Si, 2 atoms in the cell, built as diamond, space group Fd-3m (227), conventional a = 5.444 Å, 20.17 Å³ an atom. Band gap at fixed atoms by several levels of theory, on k meshes of 8×8×8 or 6×6×6 points for all levels but G0W0. The G0W0 gap is the 8×8×8 PBE gap plus a quasiparticle shift computed on a 4×4×4 mesh. Each gap is the least over the k points sampled, so it can miss the exact band minimum. Ansatz 0.2.0, plane-wave PAW, no spin polarisation, cell relaxed with r2SCAN.

```
level of theory  band gap (eV)  least direct gap (eV)
            PBE          0.592                  2.557
         r2SCAN          0.770                  2.739
          HSE06          1.144                  3.312
           PBE0          1.795                  3.972
            LDA          0.482                  2.522
       DDH-PBE0          0.945                  2.981
        LC-wPBE          5.476                  7.772
        r2SCAN0          1.873                  4.032
 G0W0/PBE 220eV          1.098                    n/a
```

The atoms stay fixed in all nine rows, yet the gap runs from 0.48 to 5.48 eV. Silicon's measured gap, with the effect of lattice zero-point motion removed, is roughly 1.2 eV (a recalled value). LDA, PBE and r2SCAN fall well below it, PBE0 and r2SCAN0 lie well above it, and LC-wPBE is more than 4 eV too high. The three low results resemble one another because they share a fault, so their agreement is no sign of accuracy.

**Where the error sits.** The band gap runs from the top of the filled bands to the lowest empty state, which lies at another wave vector. The least direct gap compares filled and empty states at the same wave vector. In the PBE, r2SCAN, HSE06 and PBE0 runs, the top of the filled bands and the least direct gap both lie at the zone centre, so the difference between the two gaps tells how high the conduction band stands there above its own minimum. Over the eight levels that give both gaps, this difference changes by 0.33 eV as tabulated, while the gap changes by 5 eV. The true change in the difference is nearer 0.5 eV: LC-wPBE, which sets the maximum, was read only on its 6×6×6 mesh, without the extra point near the conduction minimum used elsewhere, so its gap comes out about 0.15 eV too wide. That still leaves the difference changing by only about a tenth as much as the gap. Most of the 5 eV comes from LC-wPBE alone, and the shape isn't untouched: from PBE to HSE06 the height grows by 0.20 eV while the gap opens by 0.55 eV. The failure is still mainly a wrong step between filled and empty states; the shape of the conduction band, judged at these two points, suffers less.

**Which ingredient moves the step.** HSE06 and PBE0 use the same quarter of Fock exchange at short distance and the same k mesh. Only PBE0 keeps that quarter at long distance. Going from HSE06 to PBE0 opens the band gap by 0.65 eV and the least direct gap by 0.66 eV. Long-range exchange thus pushes filled and empty states apart by almost the same amount at both places in the band structure.

The reason lies in what Fock exchange does to an electron. For an electron in a filled state, it takes away one whole electron from the charge that repels it, which lowers the state. For an empty state, the charge taken away and the charge added sum to zero, so exchange lowers it less. A local potential, as in LDA or PBE, can't make this distinction: at a given point it pulls equally on filled and empty states. It leaves the filled states too high and the empty ones too low, so the gap is too small. r2SCAN, which also looks at the kinetic energy of the orbitals, recovers about 0.18 eV of the roughly 0.6 eV that PBE misses.

**An estimate.** The long-range interaction is $\mathrm{erf}(\omega r)/r$ in atomic units, where $r$ is the distance between electrons and $1/\omega$ sets where the long range begins. At small $r$ it is nearly constant, $C = 2\omega/\sqrt{\pi}$. For a constant interaction, Fock exchange lowers a filled state by $C$ and an empty one by nothing, while a local potential lowers both by $C/2$, because the exchange energy is $-C/2$ per electron and the potential is its change with the density. Replacing a fraction $a$ of local by Fock exchange then moves the filled states down by $aC/2$ and the empty ones up by $aC/2$:

$$\Delta E_\mathrm{gap} \approx aC = \frac{2a\omega}{\sqrt{\pi}}.$$

With $a = 1/4$ and the usual HSE06 value $\omega = 0.11$ per bohr, this gives 0.031 hartree, or 0.84 eV. The calculation gives 0.65 eV, about three quarters of that; neither gap entered the formula. An overshoot is expected, because the interaction does weaken across the region over which exchange acts. The band edges of the two runs bear out the symmetry: the filled edge falls by 0.33 eV and the empty edge rises by 0.32 eV, provided that both runs share the same zero of energy.

**Why too much exchange also fails.** In a solid, the other electrons rearrange around a charge and weaken its long-range interaction by the dielectric constant, roughly 12 in silicon. LC-wPBE keeps the long-range exchange whole, as if nothing screened it. Taking a twelfth of its opening over PBE gives $0.59 + 4.88/12 \approx 1.0$ eV, a sensible size. This is an estimate, not a calculated gap, but it suggests that missing screening can account for most of the absurd value.

PBE0 makes the same mistake more mildly, with a quarter where about a twelfth should remain. Changing the underlying functional is no cure, since r2SCAN0 overshoots too. DDH-PBE0 sets its fraction to one over the dielectric constant that PBE gives, but applies it at short distance as well, where screening is weaker; this probably explains most of why its gap of 0.94 eV is too low. HSE06 keeps a quarter nearby and none far away. That suits silicon, where strong screening leaves little exchange at long distance. G0W0 computes the screening, but with finite bands, cutoff and k mesh its gap falls short of the basis limit. By how much wasn't measured for silicon here; in the data makers' tests on other systems the median shortfall was 6 to 9 %. An error of that size would exceed the 0.05 eV between G0W0 and HSE06, so the two can't be ranked here.

**How to recognise the failure.** Compare two levels that differ only in long-range exchange. If the gap moves strongly while the band shape stays put, the answer hangs on an assumed fraction, which should be held against one over the dielectric constant. In magnesium oxide, which screens much less, PBE would still be too low, but a quarter would no longer be too much. The output below gives the comparisons, including a straight line through PBE and PBE0 that comes within 0.05 eV of DDH-PBE0.

Output of the analysis:

```
Gaps compared in eV:
             row  gap less rough 1.2  opening over PBE  direct opening over PBE  direct less indirect
             PBE              -0.608                 0                        0                 1.965
          r2SCAN               -0.43             0.178                    0.182                 1.969
           HSE06              -0.056             0.552                    0.755                 2.168
            PBE0               0.595             1.203                    1.415                 2.177
             LDA              -0.718             -0.11                   -0.035                  2.04
        DDH-PBE0              -0.255             0.353                    0.424                 2.036
         LC-wPBE               4.276             4.884                    5.215                 2.296
         r2SCAN0               0.673             1.281                    1.475                 2.159
  G0W0/PBE 220eV              -0.102             0.506                      n/a                   n/a
G0W0 gap if it is 6 percent short of the basis limit (eV): 1.168
G0W0 gap if it is 9 percent short of the basis limit (eV): 1.207
HSE06 gap less G0W0 gap (eV): 0.046
spread of the gap over all levels (eV): 4.994
spread of direct less indirect gap (eV): 0.331
step HSE06 to PBE0 in the gap (eV): 0.651
step HSE06 to PBE0 in the direct gap (eV): 0.66
small-omega limit of that step (eV): 0.8444
computed step as a share of the limit: 0.771
range 1/omega of HSE06 (angstrom): 4.811
valence edge shift HSE06 to PBE0 (eV): -0.329
conduction edge shift HSE06 to PBE0 (eV): 0.3218
limit for the shift of each edge (eV): 0.4222
opening r2SCAN to r2SCAN0 in the gap (eV): 1.103
opening r2SCAN to r2SCAN0 in the direct gap (eV): 1.293
linear estimate of the gap at exchange fraction 1/12 (eV): 0.993
that estimate less the DDH-PBE0 gap (eV): 0.048
exchange fraction implied by the DDH-PBE0 gap: 0.07336
linear extrapolation of PBE to PBE0 to full exchange (eV): 5.404
PBE gap plus a twelfth of the LC-wPBE opening (eV): 0.999
```
